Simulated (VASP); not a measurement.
Input of a VASP 6.6.1 run:

File INCAR:

```
ALGO = Fast
EDIFF = 1E-6
ENCUT = 520
GGA = PE
ISIF = 2
ISMEAR = 0
LASPH = True
LCHARG = False
LREAL = False
LWAVE = False
NBANDS = 10
NELM = 100
PREC = Accurate
SIGMA = 0.1
```

KPOINTS

```
k-points
0
Gamma
  34 20 14
```

Contents of POSCAR:

```
B
1.0
    1.6245607730      0.0000000000      0.0000000000
    0.0000000000      2.8661475959      0.0000000000
    0.0000000000      0.0000000000      3.9143983954
B
2
Direct
    0.0000000000      0.5000000000      0.6092642082
    0.5000000000      0.0000000000      0.3907357918
```

Potentials or basis: VASP PAW PBE potentials, release 64 (B).

Launch:

```sh
$ cat potpaw_PBE.64/B/POTCAR > POTCAR
$ mpirun -np 1 vasp_std > vasp.out
```

Q: Predict the band gap on the k mesh.

A: None (metal or under the smearing width).

Q: What does it give for the pressure?

A: 0.0 GPa.

Caveat: this functional lacks dispersion, which binds the layers, so the pressure and a relaxed spacing across them are unreliable.
